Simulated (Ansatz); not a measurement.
ZnO (zincite):

```
CELL_PARAMETERS angstrom
3.24931 0.00000 0.00000
-1.62465 2.81398 0.00000
0.00000 0.00000 5.20571
ATOMIC_POSITIONS crystal
Zn 0.66667 0.33333 0.00000
Zn 0.33333 0.66667 0.50000
O 0.33333 0.66667 0.87901
O 0.66667 0.33333 0.37901
```

| Property | Result |
| --- | --- |
| Program | Ansatz 0.2.0 |
| Task | relaxation of cell and atoms |
| Functional | r2SCAN50 |
| Potentials or basis | Ansatz PAW |
| Cutoff | 500 eV (not typed: the program's choice for these potentials) |
| k mesh | 5 × 5 × 3 |
| Occupations | fermi-dirac, width 0.05 eV |
| Spin | no spin polarisation |

At the start: volume 11.90 Å³/atom.

Q: How do energy, volume and symmetry change on relaxing?

A: It ends after 6 steps and the volume is 11.52 Å³/atom (-3.2 %); space group P6_3mc (No. 186, to 0.05 Å).

The path:
| step | energy change (eV) | largest force (eV/Å) | volume (Å³) |
| --- | --- | --- | --- |
| 1 | 0.0000 | 0.0875 | 47.60 |
| 2 | -0.0209 | 0.0739 | 46.75 |
| 3 | -0.0270 | 0.0326 | 46.03 |
| 4 | -0.0272 | 0.0170 | 46.04 |
| 5 | -0.0272 | 0.0003 | 46.07 |
| 6 | -0.0258 | 0.0002 | 46.07 |

Final structure:
```
Zn O
1.0
     3.21663    0.00000    0.00000
    -1.60832    2.78568    0.00000
     0.00000    0.00000    5.14176
Zn O
2 2
Cartesian
  1.6083 0.9286 -0.0078
  0.0000 1.8571 2.5630
  0.0000 1.8571 4.5275
  1.6083 0.9286 1.9566
```

Caveat: the k mesh is coarse (spacing up to 0.45 Å⁻¹), so the values aren't converged, least of all with exact exchange; the plane-wave basis is chosen anew once the cell has moved, so the energies of steps on either side of that aren't comparable; the PAW data sets come from PBE, with cores solved anew for the run's functional, which leaves a small shift of forces and pressure.
